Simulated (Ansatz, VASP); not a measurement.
## Nb in VASP and in Ansatz

Contents of INCAR:

```
SYSTEM = Nb
PREC = Accurate
ENCUT = 520
EDIFF = 1E-6
ISMEAR = 0
SIGMA = 0.03
LREAL = .FALSE.
LASPH = .TRUE.
NELM = 100
ALGO = Normal
ISIF = 2
LWAVE = .FALSE.
LCHARG = .FALSE.
GGA = PE
NBANDS = 12
```

File KPOINTS:

```
Automatic mesh
0
G
  13 13 13
  0 0 0
```

File POSCAR:

```
Nb
1.0
   -1.6547957147      1.6547957147      1.6547957147
    1.6547957147     -1.6547957147      1.6547957147
    1.6547957147      1.6547957147     -1.6547957147
Nb
1
Direct
    0.0000000000      0.0000000000      0.0000000000
```

Input for Ansatz:

```yaml
crystal:
  lattice:
    - [-1.6547957147, 1.6547957147, 1.6547957147]
    - [1.6547957147, -1.6547957147, 1.6547957147]
    - [1.6547957147, 1.6547957147, -1.6547957147]
  atoms:
    - { symbol: Nb, position: [0.0, 0.0, 0.0] }
hamiltonian:
  xc: pbe
  pseudopotentials:
    kind: paw
    azcp:
      Nb: "pseudopotentials/Nb.paw.azcp"
basis:
  ecutwfc: 420
  fft_grid_basis: typed
kpoints:
  mp_grid: { grid: [13, 13, 13], shift: [0, 0, 0] }
magnetization:
  spin_polarized: false
scf:
  occupations: { method: gaussian, width: 0.03 }
  lower_state_search: "off"
output:
  stress: true
  write_density: true
  write_potential: true
  elf: true
  volumetric_format: npy
```

Alike in both runs: task single point; functional PBE; k mesh 13 × 13 × 13; occupations gaussian, width 0.03 eV; no spin polarisation.

|  | VASP | Ansatz |
| --- | --- | --- |
| version | VASP 6.6.1 | Ansatz 0.2.0 |
| potentials or method | VASP PAW PBE potentials, release 64 (Nb_sv) | plane waves (420 eV) with PAW, scalar-relativistic |
| plane-wave cutoff (eV) | 520 | 420 |
| valence electrons in the cell | 13 | 13 |

|  | VASP | Ansatz | Ansatz less VASP |
| --- | --- | --- | --- |
| pressure (GPa) | -0.8 | -0.5 | +0.31 |
